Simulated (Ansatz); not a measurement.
# TiO2 monolayer (2H): a soft mode frozen in, part 3 of 3

Aim: this structure of TiO2 monolayer (2H) is to be tested for unstable modes, and one is followed downhill.

Ansatz 0.2.0; DFT LDA, scalar-relativistic, plane waves, PAW.

So far. Step 4 (The mode frozen in, largest atomic shift 0.22 Å): The energy, extrapolated to zero smearing, is -35.41 meV/atom against the undistorted cell. Step 5 (Energy along the mode, all amplitudes (two of the runs …): The lowest of the steps tried is at 0.22 Å, 35.4 meV/atom below the parent; the bottom of the well need not coincide with a step.

**6. Relaxing from the distorted cell (continued)**

Valence density in the ac plane at fractional y = 0.611, with atoms of Ti and O within 0.2 Å of it. It is the smooth field of the valence electrons, not physical close to the nuclei.

Values in units of 1e0 e/Å³, 24 rows by 16 columns, each cell a mean:
```
0.0 0.0 0.0 0.0 0.0 0.0 0.0 0.0 0.0 0.0 0.0 0.0 0.0 0.0 0.0 0.0
0.0 0.0 0.0 0.0 0.0 0.0 0.0 0.0 0.0 0.0 0.0 0.0 0.0 0.0 0.0 0.0
0.0 0.0 0.0 0.0 0.0 0.0 0.0 0.0 0.0 0.0 0.0 0.0 0.0 0.0 0.0 0.0
0.0 0.0 0.0 0.0 0.0 0.0 0.0 0.0 0.0 0.0 0.0 0.0 0.0 0.0 0.0 0.0
0.0 0.0 0.0 0.0 0.0 0.0 0.0 0.0 0.0 0.0 0.0 0.0 0.0 0.0 0.0 0.0
0.0 0.0 0.0 0.0 0.0 0.0 0.0 0.0 0.0 0.0 0.0 0.0 0.0 0.0 0.0 0.0
0.0 0.0 0.0 0.0 0.0 0.0 0.0 0.0 0.0 0.0 0.0 0.0 0.0 0.0 0.0 0.0
0.0 0.0 0.0 0.0 0.0 0.0 0.0 0.0 0.0 0.0 0.0 0.0 0.0 0.0 0.0 0.0
0.0 0.0 0.0 0.0 0.0 0.0 0.0 0.0 0.0 0.0 0.0 0.0 0.0 0.0 0.0 0.0
0.0 0.0 0.0 0.0 0.0 0.0 0.0 0.0 0.0 0.0 0.0 0.0 0.0 0.0 0.0 0.0
0.0 0.0 0.0 0.0 0.0 0.0 0.0 0.0 0.0 0.0 0.0 0.0 0.0 0.0 0.0 0.0
0.0 0.0 0.0 0.0 0.0 0.0 0.0 0.0 0.0 0.0 0.0 0.0 0.0 0.0 0.0 0.0
0.0 0.0 0.0 0.0 0.0 0.0 0.0 0.0 0.0 0.0 0.0 0.0 0.0 0.0 0.0 0.0
0.0 0.0 0.0 0.0 0.0 0.0 0.0 0.0 0.0 0.0 0.0 0.0 0.0 0.0 0.1 0.0
2.8 1.4 0.7 0.4 0.3 0.3 0.3 0.3 0.3 0.3 0.5 1.0 2.2 3.6 4.3 4.0
1.1 0.8 0.9 2.0 4.5 6.8 7.8 7.5 5.6 3.0 1.2 0.7 0.9 1.3 1.6 1.5
0.0 0.0 0.1 0.2 0.3 0.5 0.6 0.6 0.4 0.2 0.1 0.1 0.0 0.0 0.0 0.0
0.0 0.0 0.0 0.0 0.0 0.0 0.0 0.0 0.0 0.0 0.0 0.0 0.0 0.0 0.0 0.0
0.0 0.0 0.0 0.0 0.0 0.0 0.0 0.0 0.0 0.0 0.0 0.0 0.0 0.0 0.0 0.0
0.0 0.0 0.0 0.0 0.0 0.0 0.0 0.0 0.0 0.0 0.0 0.0 0.0 0.0 0.0 0.0
0.0 0.0 0.0 0.0 0.0 0.0 0.0 0.0 0.0 0.0 0.0 0.0 0.0 0.0 0.0 0.0
0.0 0.0 0.0 0.0 0.0 0.0 0.0 0.0 0.0 0.0 0.0 0.0 0.0 0.0 0.0 0.0
0.0 0.0 0.0 0.0 0.0 0.0 0.0 0.0 0.0 0.0 0.0 0.0 0.0 0.0 0.0 0.0
0.0 0.0 0.0 0.0 0.0 0.0 0.0 0.0 0.0 0.0 0.0 0.0 0.0 0.0 0.0 0.0
```
Columns run along a (3.1 Å), rows up along c (28.7 Å). Atoms in or near the plane, at fractional coordinates: Ti at (0.39, 0.35), O at (0.89, 0.38).

The distorted start has space group C2; the relaxation ends in P-4m2.

**7. Modes of the new phase**

A relaxed structure may still be a saddle point, so its zone-centre modes are computed. The response to a homogeneous field gives the Born charges and the dielectric tensor, and its change with displacement the Raman tensors.

input.yaml reads:

```yaml
crystal:
  lattice:
    - [3.0222894007, 0.8094867503, 0.0]
    - [-0.8101086106, 3.0221227738, 0.0]
    - [0.0, 0.0, 28.7]
  atoms:
    - { symbol: Ti, position: [0.3888859871, 0.6111140129, 0.3484320557] }
    - { symbol: O, position: [0.8888845667, 0.6111038871, 0.3799810815] }
    - { symbol: O, position: [0.3888961129, 0.1111154333, 0.31688303] }
  periodic: [true, true, false]
kpoints:
  mp_grid: { grid: [12, 12, 1] }
hamiltonian:
  xc: lda
scf:
  occupations: { method: fixed }
output:
  eigenvalues: true
phonons:
  method: dfpt
  dielectric: true
  raman: true
```

Run with:

```sh
$ ansatz run input.yaml --threads 8 --pin off --max-ram 14336MiB --backend cpu --events-out ev --progress --plain --runs-dir out
```

Numbers of over 12 decimals in the logs are rounded to 6 here.

The program printed:

```text
Warning: the atoms were moved onto the symmetric positions of the space group found under crystal.symmetry.tolerance 1.0e-5 (fractional; no operation is sought that the atoms, as they stand in a round, miss by more than twice it, and no atom is moved by as much as it), and the run uses the moved positions. Before a round's move an operation carried an atom to 5.27e-5 Å from where it should land, the largest such dist [...]
[...]
Crystal: 3 atoms, lattice volume = 280.959 Å³
Basis set: ecut = 420 eV, 5559 PW (Γ), exchange–correlation on 72×72×384 points (8 copies of the dense FFT grid, shifted against one another)
Bands: 16, of which v1, the nominal top of the filled ones, is band 12 counted from 1 (11 counted from 0)
Symmetry: 4 space group operations
k-points: 74 of 144 (irreducible under 1 space group operation, time reversal used)
[...]
SCF iter   1: F=—  HF=-3564.134028 eV  |F-HF|=—  |Δ(HF+E_count)|=         —  Δρ=6.43e-3  dr2=1.10e-1  ethr=1.77e-3  ⟨swp⟩=6.1  Hψ=6705  notcnv=0  defer=143
[...]
SCF iter   9: F=-3564.112882 eV  HF=-3564.112882 eV  |F-HF|=5.91e-11  |Δ(HF+E_count)|=   1.57e-9  Δρ=1.30e-7  dr2=2.95e-11  ethr=1.00e-12  ⟨swp⟩=16.4  Hψ=12986  notcnv=0
SCF 1 converged in 9 iterations: F = -3564.112882 eV  dr2 = 2.95e-11
[...]
NSCF: frozen V_eff on 1 k-points
[...]
Bands: 13, of which v1, the nominal top of the filled ones, is band 12 counted from 1 (11 counted from 0)
k-points: 72 of 144 (irreducible under 2 space group operations)
[...]
Eigensolver: Dense (72 Hₖ)
SCF iter   1: F=—  HF=-3564.117399 eV  |F-HF|=—  |Δ(HF+E_count)|=         —  Δρ=1.98e-4  dr2=2.46e-5  ethr=1.00e-1
[...]
SCF iter   6: F=-3564.117390 eV  HF=-3564.117390 eV  |F-HF|=1.91e-11  |Δ(HF+E_count)|=  7.59e-10  Δρ=1.55e-7  dr2=3.55e-11  ethr=1.65e-11
SCF 1 converged in 6 iterations: F = -3564.117390 eV  dr2 = 3.55e-11
[...]
SCF converged after 9 iterations
Free energy (F): -3564.112882 eV
[...]
Internal energy: -3564.112882 eV  (E = F + TS)
E sigma→0 (E₀):  -3564.112882 eV
Fermi energy:    -8.534832 eV
[...]
--- Band table (eV; the first three rows and the last of 74) ---
  k-point 0: bands = [... 8 lower, -11.0739, -11.0117, -8.5357, -8.5348, -4.4005, -3.1712, -2.0231, -1.2969]
  k-point 1: bands = [... 8 lower, -10.9984, -10.8355, -8.6466, -8.6081, -4.3209, -3.2158, -1.8735, -1.3105]
  k-point 2: bands = [... 8 lower, -10.9255, -10.5096, -8.9317, -8.7967, -4.1094, -3.4041, -1.5345, -1.4817]
  k-point 73: bands = [... 8 lower, -10.5746, -8.8209, -8.7750, -8.7747, -4.9619, -4.9613, -4.4830, -2.3202]
[...]
ASR residual: 2.786e-4 → 0.000e0 eV/Å²; symmetrization residual: 1.407e-5 eV/Å²
[...]
ASR residual per site (eV/Å²): 6.90e-5 2.79e-4 2.77e-4
  Γ frequencies (cm⁻¹): 0.00 0.00 0.00 239.62 239.78 552.23 589.03 589.05 712.77
  ε∞ (high-frequency dielectric tensor):
        1.654698    -0.000085    -0.000000
       -0.000085     1.654600     0.000000
       -0.000000     0.000000     1.093356
[...]
1.495248    -0.000194    -0.000000
       -0.000194     1.495024     0.000000
       -0.000000     0.000000     0.213214
[...]
Born effective charges Z* (e; rows j = field, columns β = displacement):
    site 0:
         5.90504   -0.00085   -0.00000
        -0.00085    5.90406    0.00000
        -0.00000    0.00000    0.72905
    site 1:
        -4.76707   -1.04722    0.00000
        -1.04718   -1.13748   -0.00000
         0.00000   -0.00000   -0.36452
    site 2:
        -1.13797    1.04807    0.00000
         1.04804   -4.76657   -0.00000
         0.00000   -0.00000   -0.36452
  Z* charge neutrality: 3.409e-5 e pre-enforcement
  k-mesh period / interband length: 37.5 Å / 1.38 Å = 27.11 at k = (0.0000, -0.5000, 0.0000), direct gap 4.144 eV — 14 or more, which is no proof of convergence; an axis of the mesh has one division: compare the results on two meshes, or along an axis of vacuum in a longer cell
[...]
optical modes at Γ without the LO–TO term, one row a degenerate level:
      ω (cm⁻¹)  modes    IR ((D/Å)²/amu)  static Raman (Å⁴/amu)  depolarisation
        239.62      1             0.6724                 0.0258           0.750
        239.78      1             0.6746                 0.0262           0.750
        552.23      1             0.0000                29.8981           0.073
        589.03      1            53.9412                 8.2419           0.750
        589.05      1            53.9150                 8.2442           0.750
        712.77      1             0.6394                31.9666           0.750
```

Wall time 3.6 min (8 threads of Intel Xeon 6975P-C (Granite Rapids), shared host); peak memory 3 GiB.

Numbers from this step:

| Property | Result |
| --- | --- |
| sum-rule residual before enforcement | 2.79e-4 eV/Å² |
| miss of the charge sum rule | 3.41e-5 e |
| point group | 222 |
| highest optical mode at the zone centre (no LO-TO term) | 712.8 cm⁻¹ |
| lowest optical zone-centre mode | 239.6 cm⁻¹ |
| largest Born charge (third of the trace) | 4.179 e |

Without the LO-TO term. Patterns of degenerate modes are one choice out of their space. Modes at Γ, with each element's share of the kinetic energy:

```csv
mode,frequency (cm⁻¹),symmetry,Ti %,O %
1,0.0,acoustic,60,40
2,0.0,acoustic,60,40
3,0.0,acoustic,60,40
4,239.6,B3,13,87
5,239.8,B2,13,87
6,552.2,A,0,100
7,589.0,B2,27,73
8,589.0,B3,27,73
9,712.8,B1,40,60
```

Displacements in mode 4 (239.6 cm⁻¹), the largest set to 1:
```
Ti1 -0.16 -0.28  0.00
O2  -0.52  0.85  0.00
O3   1.00 -0.02  0.00
```

Displacements in mode 8 (589.0 cm⁻¹), the largest set to 1:
```
Ti1 -0.25 -0.44  0.00
O2   0.97  0.31  0.00
O3  -0.22  1.00  0.00
```

High-frequency dielectric tensor, averaged over the cell of height 28.7 Å or as lengthened by the program, vacuum included. Tensor:

```csv
,x,y,z
x,1.655,0,0
y,0,1.655,0
z,0,0,1.093
```

Born charge (rows field, columns displacement) (e), principal values of the symmetric part by kind of site:

```csv
atom,atoms with these values,low,middle,high,mean
Ti1,1,0.73,5.90,5.91,4.18
O2,2,-5.05,-0.86,-0.36,-2.09
```

In full for O2:

```
-4.77 -1.05  0.00
-1.05 -1.14  0.00
 0.00  0.00 -0.36
```

Transverse modes. Infrared lines, with heights relative to the strongest:

```
position (cm⁻¹)  lines merged  relative intensity
            240             2                 1.2
            552             1                 0.0
            589             2                 100
            713             1                 0.6
```

Activity x (w_L - w)^4 (n + 1)/w, 532 nm, 300 K. Lines of the Raman spectrum (strongest = 100):

```
position (cm⁻¹)  lines merged  relative intensity
            240             2                 0.6
            552             1                 100
            589             2                  51
            713             1                  77
```

Before it was imposed, the acoustic sum rule was missed by 2.8e-4 eV/Å² and the charge sum rule by 3.4e-5 e. Small misses are needed for a sound result but don't prove that mesh and cutoff are converged. The lowest optical mode is real, 240 cm⁻¹.

**8. Results**

| Item | Value |
| --- | --- |
| unstable mode of the parent | q = (0, 0, 0), 307i cm⁻¹ |
| depth at the lowest point sampled | 35.4 meV/atom |
| largest atomic shift at that point | 0.22 Å |
| space group reached (within 0.01 Å) | P-4m2 |
| energy gained over the parent (first relaxation, on the mesh of the frozen mode) | 283 meV/atom |
| area per atom, phase reached | 3.26 Å² |
| gap on the k-mesh, phase reached | 3.57 eV |
| lowest optical zone-centre mode, phase reached | 240 cm⁻¹ |
| highest optical mode at the zone centre (no LO-TO term), phase reached | 713 cm⁻¹ |

**Reading.** Along this mode the structure falls into P-4m2, 283 meV/atom below the parent. At the parent's cell the well is 35.41 meV/atom deep on the steps tried, with its lowest point at a shift of 0.22 Å. Relaxing atoms and cell changes the gain by +247.62 meV/atom against the lowest step (energies at zero smearing). Most of the total comes from this relaxation. The new phase has no imaginary mode at the zone centre of its cell; other wavevectors were not checked. Of the 4 patterns followed to their end from this parent, this one ends 182 meV/atom above the lowest, P-3m1. Each path keeps the symmetry of its pattern, so a lower phase may lie along a pattern not tried. In a sheet or slab the interpolated bending branch near Γ is rough, since the rotational sum rule isn't imposed. Dielectric tensors refer to the cell with its vacuum. The starting cell was built on a prototype and not taken from a measurement.

[Logs are printed without paths, hosts, clocks, repeated set-up lines and the standing remarks that a program may print on its own settings, such as how far it seeks lower states.]

[Hosts, paths, dates, database ids (printed as entryN), source tags and the programs' standing remarks are cut or masked in the printed files.]
